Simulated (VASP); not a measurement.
# CaSe: single point with r2SCAN

CaSe:

```
Ca Se
1.0
     0.00000    3.47601    2.83278
     3.47601    0.00000    2.83278
     3.47601    3.47601    0.00000
Ca Se
1 1
Cartesian
  0.0000 0.0000 0.0000
  1.7380 1.7380 1.4164
```

The cell was built by a generator and needn't be a form met in nature.

The cell isn't the ideal one: epitaxial_xy strain +6.0%.

- Program: VASP 6.6.1
- Task: single point
- Functional: r2SCAN
- Potentials or basis: VASP PAW PBE potentials, release 64 (Ca_sv, Se)
- Cutoff: 520 eV
- k mesh: 6 × 6 × 6
- Occupations: gaussian, width 0.01 eV
- Spin: no spin polarisation
- Dipole correction: no
- Further INCAR settings: ALGO = Normal; EDIFF = 1e-07; NBANDS = 15

The pressure is 0.3 GPa and the band gap on the k mesh is 3.50 eV, indirect (least direct gap 3.63 eV).

Stress tensor (GPa, compression positive):
```
0.45 0.00 0.00
0.00 0.45 0.00
0.00 0.00 0.13
```

Levels at points of the mesh, in eV from the valence-band top:
| k point | band 5 | band 6 | band 7 | band 8 | band 9 | band 10 | band 11 | band 12 |
| --- | --- | --- | --- | --- | --- | --- | --- | --- |
| (0.00, 0.00, 0.00) | -10.98 | -0.30 | -0.30 | -0.13 | 3.50 | 5.18 | 6.14 | 7.38 |
| (0.50, 0.00, 0.00) | -10.68 | -1.51 | -0.46 | -0.01 | 5.42 | 5.62 | 5.81 | 6.10 |
| (0.50, 0.50, 0.00) | -10.56 | -1.20 | -0.60 | -0.60 | 4.01 | 5.24 | 6.55 | 6.55 |
| (0.50, 0.00, 0.50) | -10.59 | -1.66 | -0.13 | -0.05 | 3.66 | 5.13 | 6.47 | 6.49 |

Wall time 100 s on 1 thread of Intel(R) Xeon(R) Platinum 8488C (Sapphire Rapids), on a shared host, peak memory 0.24 GiB.

Caveat: the PAW data sets were made with another functional, which shifts forces and pressure a little. A k mesh can miss the band edges.
